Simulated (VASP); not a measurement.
# V (Im-3m) in VASP: elastic constants with LDA

Aim: the elastic constants of V with LDA.

Everything below comes from runs of VASP 6.6.1. Logs are shortened: lines on timing, memory, paths and dates and some standing lists are left out, and cuts for length are marked.

## 1. The structure

The structure is cubic, space group Im-3m (No. 229). The conventional cell has a = 3.026 Å, b = 3.026 Å, c = 3.026 Å, α = 90.00°, β = 90.00°, γ = 90.00°. V (site symmetry m-3m) is surrounded by 8 V at 2.62 Å.

## 2. Elastic constants, LDA

Contents of POSCAR:

```
V
1.0
   -1.5129450000      1.5129450000      1.5129450000
    1.5129450000     -1.5129450000      1.5129450000
    1.5129450000      1.5129450000     -1.5129450000
V
1
Direct
    0.0000000000      0.0000000000      0.0000000000
```

Contents of INCAR.step1:

```
SYSTEM = V
ALGO     = Fast           ! electronic algorithm
EDIFF    = 1E-8           ! SCF threshold, eV
EDIFFG   = -0.002         ! ionic threshold
ENCUT    = 600            ! plane-wave cutoff, eV
GGA      = CA             ! functional
IBRION   = 2              ! ionic algorithm
ISIF     = 3              ! what is computed and relaxed
ISMEAR   = 0              ! smearing method
LASPH    = .TRUE.         ! aspherical terms in the spheres
LCHARG   = .FALSE.        ! write CHGCAR
LREAL    = .FALSE.        ! projectors in reciprocal space
LWAVE    = .FALSE.        ! write WAVECAR
NELM     = 100            ! most SCF steps
NSW      = 40             ! ionic steps
PREC     = Accurate       ! precision mode
SIGMA    = 0.1            ! smearing width, eV
```

Contents of INCAR.step2:

```
SYSTEM = V
ALGO     = Fast           ! electronic algorithm
EDIFF    = 1E-8           ! SCF threshold, eV
ENCUT    = 600            ! plane-wave cutoff, eV
GGA      = CA             ! functional
IBRION   = 6              ! ionic algorithm
ISIF     = 3              ! what is computed and relaxed
ISMEAR   = 0              ! smearing method
LASPH    = .TRUE.         ! aspherical terms in the spheres
LCHARG   = .FALSE.        ! write CHGCAR
LREAL    = .FALSE.        ! projectors in reciprocal space
LWAVE    = .FALSE.        ! write WAVECAR
NELM     = 100            ! most SCF steps
NFREE    = 2            
NSW      = 1              ! ionic steps
POTIM    = 0.015          ! step
PREC     = Accurate       ! precision mode
SIGMA    = 0.1            ! smearing width, eV
```

Contents of KPOINTS:

```
k-points
0
G
  26 26 26
  0 0 0
```

Potentials or basis: VASP PAW LDA potentials, release 64 (V_sv).

Started as:

```
$ cat potpaw_LDA.64/V_sv/POTCAR > POTCAR
$ cp INCAR.step1 INCAR
$ mpirun -np 1 vasp_std > vasp.out
$ cp CONTCAR POSCAR
$ cp INCAR.step2 INCAR
$ mpirun -np 1 vasp_std > vasp.out
```

OUTCAR:

```text
SYSTEM = V
   EDIFF = 1E-8
   ENCUT = 600
   GGA = CA
   IBRION = 6
   ISIF = 3
   ISMEAR = 0
   LASPH = .TRUE.
   LREAL = .FALSE.
   NELM = 100
   NFREE = 2
   NSW = 1
   POTIM = 0.015
   PREC = Accurate

 ion  position               nearest neighbor table
   1  0.000  0.000  0.000-

  LATTYP: Found a body centered cubic cell.
 ALAT       =     2.9281154312

  Lattice vectors:

 A1 = (  -1.4640577156,   1.4640577156,   1.4640577156)
 A2 = (   1.4640577156,  -1.4640577156,   1.4640577156)
 A3 = (   1.4640577156,   1.4640577156,  -1.4640577156)

Analysis of symmetry for initial positions (statically):
=====================================================================
 Subroutine PRICEL returns:
 Original cell was already a primitive cell.

 Routine SETGRP: Setting up the symmetry group for a
 body centered cubic supercell.

 Subroutine GETGRP returns: Found 48 space group operations
 (whereof 48 operations were pure point group operations)
 out of a pool of 48 trial point group operations.

The static configuration has the point symmetry O_h .

Analysis of symmetry for dynamics (positions and initial velocities):
=====================================================================
 Subroutine PRICEL returns:
 Original cell was already a primitive cell.

 Routine SETGRP: Setting up the symmetry group for a
 body centered cubic supercell.

 Subroutine GETGRP returns: Found 48 space group operations
 (whereof 48 operations were pure point group operations)
 out of a pool of 48 trial point group operations.

The dynamic configuration has the point symmetry O_h .

 Subroutine INISYM returns: Found 48 space group operations
 (whereof 48 operations are pure point group operations),
 and found     1 'primitive' translations

----------------------------------------------------------------------------------------

                                     Primitive cell

  volume of cell :      12.5526

  direct lattice vectors                    reciprocal lattice vectors
    -1.464057716  1.464057716  1.464057716     0.000000000  0.341516591  0.341516591
     1.464057716 -1.464057716  1.464057716     0.341516591  0.000000000  0.341516591
     1.464057716  1.464057716 -1.464057716     0.341516591  0.341516591  0.000000000

  length of vectors
     2.535822349  2.535822349  2.535822349     0.482977395  0.482977395  0.482977395

  position of ions in fractional coordinates (direct lattice)
     0.000000000  0.000000000  0.000000000

  ion indices of the primitive-cell ions
   primitive index   ion index
                 1           1

----------------------------------------------------------------------------------------

 KPOINTS: k-points

Automatic generation of k-mesh.
 Grid dimensions read from file:
 generate k-points for:   26   26   26

 Generating k-lattice:

  Cartesian coordinates                     Fractional coordinates (reciprocal lattice)
     0.000000000  0.013135253  0.013135253     0.038461538  0.000000000  0.000000000
     0.013135253  0.000000000  0.013135253     0.000000000  0.038461538  0.000000000
     0.013135253  0.013135253  0.000000000     0.000000000  0.000000000  0.038461538

  Length of vectors
     0.018576054  0.018576054  0.018576054

  Shift w.r.t. Gamma in fractional coordinates (k-lattice)
[... 98 lines left out ...]
  ext. energy  EPLUGINS =         0.00000000
  ---------------------------------------------------
  free energy    TOTEN  =        -9.95328115 eV

  energy without entropy =       -9.94476613  energy(sigma->0) =       -9.94902364

------------------------ aborting loop because EDIFF is reached ----------------------------------------

  FORCE on cell =-STRESS in cart. coord.  units (eV):
  Direction    XX          YY          ZZ          XY          YZ          ZX
  --------------------------------------------------------------------------------------
  -------------------------------------------------------------------------------------
  Total        0.0025676      0.0025676      0.0025676      0.0000000      0.0000000      0.0000000
  in kB        0.3277160      0.3277160      0.3277160      0.0000000      0.0000000      0.0000000
  external PRESSURE =       0.3277160 kB  Pullay stress =       0.0000000 kB
[... 86 lines left out ...]
  FREE ENERGIE OF THE ION-ELECTRON SYSTEM (eV)
  ---------------------------------------------------
  free  energy   TOTEN  =        -9.9503895007 eV

  energy  without entropy=       -9.9420679712  energy(sigma->0) =       -9.94622874

[... ionic steps 4 to 12 ...]

--------------------------------------- Ionic step       13  -------------------------------------------

 number of electron      13.0000009 magnetization

------------------------ aborting loop because EDIFF is reached ----------------------------------------
[... 65 lines left out ...]
--------------------------------------- Ionic step       15  -------------------------------------------

 number of electron      13.0000005 magnetization

 Free energy of the ion-electron system (eV)
  ---------------------------------------------------
  ext. energy  EPLUGINS =         0.00000000
  ---------------------------------------------------
  free energy    TOTEN  =        -9.95327572 eV

  energy without entropy =       -9.94476060  energy(sigma->0) =       -9.94901816

 E-fermi :  10.3970     XC(G=0): -13.6187

 val. band max:       10.3968311562   @ k =  -0.2308   0.2308   0.0769
 cond. band min:      10.3971813405   @ k =  -0.3077   0.3462   0.0385
 fundamental gap:      0.0003501843
 Fermi energy:        10.3969621536

 k-point     1 :       0.0000    0.0000    0.0000
  band No.  band energies     occupation
      1     -52.4972      2.00000
      2     -26.0677      2.00000
      3     -26.0677      2.00000
      4     -26.0677      2.00000
      5       3.7424      2.00000
      6      10.7901      0.00000
      7      10.7901      0.00000
      8      10.7901      0.00000
      9      12.9706      0.00000
     10      12.9706      0.00000
[... 287 lines left out ...]
 k-point    24 :       0.3846    0.0385    0.0000
  band No.  band energies     occupation
      1     -52.2459      2.00000
      2     -27.1214      2.00000
      3     -26.3963      2.00000
      4     -26.0846      2.00000
      5       7.0234      2.00000
      6       9.2319      2.00000
      7      11.4053      0.00000
      8      12.9548      0.00000
      9      13.3693      0.00000
     10      14.5277      0.00000

 [... further k-points ...]

------------------------ aborting loop because EDIFF is reached ----------------------------------------

  FORCE on cell =-STRESS in cart. coord.  units (eV):
  Direction    XX          YY          ZZ          XY          YZ          ZX
  --------------------------------------------------------------------------------------
  -------------------------------------------------------------------------------------
  Total        0.0062201      0.0062201      0.0062201      0.0000000      0.0000000      0.0000000
  in kB        0.7939175      0.7939175      0.7939175      0.0000000      0.0000000      0.0000000
  external PRESSURE =       0.7939175 kB  Pullay stress =       0.0000000 kB
[... 16 lines left out ...]
  FREE ENERGIE OF THE ION-ELECTRON SYSTEM (eV)
  ---------------------------------------------------
  free  energy   TOTEN  =        -9.9532757234 eV

  energy  without entropy=       -9.9447606048  energy(sigma->0) =       -9.94901816

 INTERNAL STRAIN TENSORS FROM STRAINED CELLS
 ============================================

 INTERNAL STRAIN TENSOR FOR ION    1 for displacements in x,y,z  (eV/Angst):
          X           Y           Z          XY          YZ          ZX
  --------------------------------------------------------------------------------
  x     0.00000    -0.00000    -0.00000    -0.00000     0.00000    -0.00000
  y    -0.00000    -0.00000    -0.00000    -0.00000     0.00000    -0.00000
  z    -0.00000     0.00000     0.00000    -0.00000     0.00000    -0.00000

 INTERNAL STRAIN TENSORS FROM DISPLACED ATOMS
 ============================================

 INTERNAL STRAIN TENSOR FOR ION    1 for displacements in x,y,z  (eV/Angst):
          X           Y           Z          XY          YZ          ZX
  --------------------------------------------------------------------------------
  x     0.00000     0.00000     0.00000     0.00000     0.00000     0.00000
  y     0.00000     0.00000     0.00000     0.00000     0.00000     0.00000
  z     0.00000     0.00000     0.00000     0.00000     0.00000     0.00000

 Eigenvectors and eigenvalues of the dynamical matrix
 ----------------------------------------------------

   1 f/i=    0.000000 THz     0.000000 2PiTHz    0.000000 cm-1     0.000000 meV
             X         Y         Z           dx          dy          dz
      0.000000  0.000000  0.000000     1.000000    0.000000    0.000000

   2 f/i=    0.000000 THz     0.000000 2PiTHz    0.000000 cm-1     0.000000 meV
             X         Y         Z           dx          dy          dz
      0.000000  0.000000  0.000000     0.000000    1.000000    0.000000

   3 f/i=    0.000000 THz     0.000000 2PiTHz    0.000000 cm-1     0.000000 meV
             X         Y         Z           dx          dy          dz
      0.000000  0.000000  0.000000     0.000000    0.000000    1.000000

--------------------------------------------------------------------------------------------------------

 ELASTIC MODULI CONTR FROM IONIC RELAXATION (kBar)
 Direction    XX          YY          ZZ          XY          YZ          ZX
 --------------------------------------------------------------------------------
 XX           0.0000      0.0000      0.0000      0.0000      0.0000      0.0000
 YY           0.0000      0.0000      0.0000      0.0000      0.0000      0.0000
 ZZ           0.0000      0.0000      0.0000      0.0000      0.0000      0.0000
 XY           0.0000      0.0000      0.0000      0.0000      0.0000      0.0000
 YZ           0.0000      0.0000      0.0000      0.0000      0.0000      0.0000
 ZX           0.0000      0.0000      0.0000      0.0000      0.0000      0.0000
 --------------------------------------------------------------------------------

 TOTAL ELASTIC MODULI (kBar)
 Direction    XX          YY          ZZ          XY          YZ          ZX
 --------------------------------------------------------------------------------
 XX        3116.4582   1576.9548   1576.9548      0.0000     -0.0000      0.0000
 YY        1576.9548   3116.4582   1576.9548      0.0000      0.0000      0.0000
 ZZ        1576.9548   1576.9548   3116.4582     -0.0000      0.0000     -0.0000
 XY           0.0000      0.0000     -0.0000     76.2877     -0.0000     -0.0000
 YZ          -0.0000      0.0000      0.0000     -0.0000     76.2877     -0.0000
 ZX           0.0000      0.0000     -0.0000     -0.0000     -0.0000     76.2877
 --------------------------------------------------------------------------------
```

Run time: 41 min. Hardware: 1 thread of AMD EPYC 9R45 (Zen 5), shared host; peak memory 1.2 GiB.

Results:

```
Relaxed volume                         : 12.55 Å³/atom
Relaxed cell                           : a = 2.536 Å, b = 2.536 Å, c = 2.536 Å, α = 109.47°, β = 109.47°, γ = 109.47°
Space group after relaxing (to 0.05 Å) : Im-3m (No. 229)
Elastic constants C11, C12, C44        : 312, 158, 8 GPa
Voigt bulk modulus                     : 209 GPa
```

The path:
```csv
step,energy change (eV),largest force (eV/Å),pressure (GPa),volume (Å³)
1,0.0000,0.0000,-17.07,13.85
2,0.0589,0.0000,32.60,11.10
3,-0.0749,0.0000,-0.59,12.59
4,-0.0750,0.0000,-0.07,12.56
5,-0.0749,0.0000,0.35,12.53
6,-0.0749,0.0000,-0.39,12.58
7,-0.0750,0.0000,0.00,12.55
```

Final structure:
```cif
data_structure
_symmetry_space_group_name_H-M 'P 1'
_symmetry_Int_Tables_number 1
_cell_length_a 2.5358
_cell_length_b 2.5358
_cell_length_c 2.5358
_cell_angle_alpha 109.471
_cell_angle_beta 109.471
_cell_angle_gamma 109.471
_cell_volume 12.55
loop_
_atom_site_label
_atom_site_type_symbol
_atom_site_fract_x
_atom_site_fract_y
_atom_site_fract_z
_atom_site_occupancy
V1 V 0.00000 0.00000 0.00000 1
```

Elastic tensor in Voigt notation (GPa, in the Cartesian axes of the cell as first typed):
```
312 158 158   0   0   0
158 312 158   0   0   0
158 158 312   0   0   0
  0   0   0   8   0   0
  0   0   0   0   8   0
  0   0   0   0   0   8
```

Clamped-ion elastic tensor (GPa):
```
312 158 158   0   0   0
158 312 158   0   0   0
158 158 312   0   0   0
  0   0   0   8   0   0
  0   0   0   0   8   0
  0   0   0   0   0   8
```
